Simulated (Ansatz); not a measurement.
simple cubic against fcc along groups 8 to 10

All numbers below come from Ansatz, DFT, m-r2SCAN, plane waves (500 eV) with PAW, scalar-relativistic. The PAW files were generated under PBE, with cores re-solved for the functional.

Each structure is relaxed within its symmetry, in the lowest magnetic state of the tried starts. Differences under about 8 meV lie within the error of the k-point mesh.

| element | E(simple cubic) − E(fcc) (meV/atom) | V(simple cubic) (Å³/atom) | V(fcc) (Å³/atom) | state of simple cubic | state of fcc |
| --- | --- | --- | --- | --- | --- |
| Fe | 853 | 12.66 | 10.18 | ferromagnetic | antiferromagnetic |
| Ru | 1045 | 15.45 | 13.56 | non-magnetic | non-magnetic |
| Co | 829 | 12.25 | 10.49 | ferromagnetic | ferromagnetic |
| Rh | 796 | 15.86 | 13.72 | non-magnetic | non-magnetic |
| Ir | 1034 | 16.64 | 14.21 | non-magnetic | non-magnetic |
| Ni | 759 | 12.05 | 10.46 | ferromagnetic | ferromagnetic |
| Pd | 484 | 17.32 | 14.96 | non-magnetic | spin not included |
| Pt | 435 | 17.64 | 15.30 | non-magnetic | spin not included |

m-r²SCAN is r²SCAN on the gauge-invariant kinetic-energy density; without spin polarisation the two are equal.
